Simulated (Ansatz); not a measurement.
Runs of Ansatz 0.2.0 on Sb. The typed cell holds 1 atom: a = 3.459 Å, b = 3.554 Å, c = 3.342 Å, α = 58.62°, β = 55.56°, γ = 54.87°. This isn't the form of Sb at room conditions, which is rhombohedral.

```tsv
task	level	spin	cell	k mesh	cutoff (eV)	points for each segment of the path	gap on the mesh (eV)	pressure (GPa)	relaxed volume (Å³/atom)
relaxation of cell and atoms	HSE03	off	relaxed from: cell sheared at random, sigma 0.03, atoms nudged by 0.01 Å	5 × 5 × 5	420	-	none	0.0	(a)
single point	B3LYP	off	cell sheared at random, sigma 0.03, atoms nudged by 0.01 Å	5 × 5 × 5	420	-	none	5.6	-
single point	HF	off	cell sheared at random, sigma 0.03, atoms nudged by 0.01 Å	5 × 5 × 5	420	-	none	5.8	-
band structure	HSEsol	off	cell sheared at random, sigma 0.03, atoms nudged by 0.01 Å	5 × 5 × 5	420	4	none	(b)	-
single point	PBE0	SOC, no magnetisation	cell sheared at random, sigma 0.03, atoms nudged by 0.01 Å	4 × 4 × 4	420	-	none	-2.2	-
single point	PBE0	off	cell sheared at random, sigma 0.03, atoms nudged by 0.01 Å	5 × 5 × 5	420	-	none	0.2	-
single point	r2SCANh	off	cell sheared at random, sigma 0.03, atoms nudged by 0.01 Å	5 × 5 × 5	500	-	none	1.1	-
relaxation of cell and atoms	B3LYP	off	relaxed from: cell sheared at random, sigma 0.03, atoms nudged by 0.01 Å	5 × 5 × 5	420	-	none	0.0	(c)
relaxation of cell and atoms	HSEsol	off	relaxed from: cell sheared at random, sigma 0.03, atoms nudged by 0.01 Å	5 × 5 × 5	420	-	none	0.0	25.96
relaxation of cell and atoms	HSE06	off	relaxed from: cell sheared at random, sigma 0.03, atoms nudged by 0.01 Å	5 × 5 × 5	420	-	none	0.0	28.99
band structure	HSE03	off	cell sheared at random, sigma 0.03, atoms nudged by 0.01 Å	5 × 5 × 5	420	4	none	0.5	-
band structure	HSE06	off	cell sheared at random, sigma 0.03, atoms nudged by 0.01 Å	5 × 5 × 5	420	4	none	0.2	-
```

Alike in all rows: potentials or basis Ansatz PAW; smearing fermi-dirac 0.05 eV; the mesh is coarse, so values aren't converged.

Q: Estimate the missing entries.

A: (a) 29.15; (b) -1.6; (c) 31.10.

Caveats: all runs use coarse meshes; the PAW data sets come from PBE, with cores solved anew for the run's functional, which leaves a small shift of forces and pressure; the thresholds are loose for stress (some runs); the plane-wave basis is chosen anew once the cell has moved, so the energies of steps on either side of that aren't comparable (some runs); spin-orbit coupling is left out, which moves the levels of the heavy elements (some runs); the volume moved by over 15 % at a fixed basis, so the end points are rough (some runs).

A k mesh can miss the band edges, and rows without SOC leave out spin-orbit coupling on Sb.

A gap of «none» marks a metal or a gap under the smearing width.
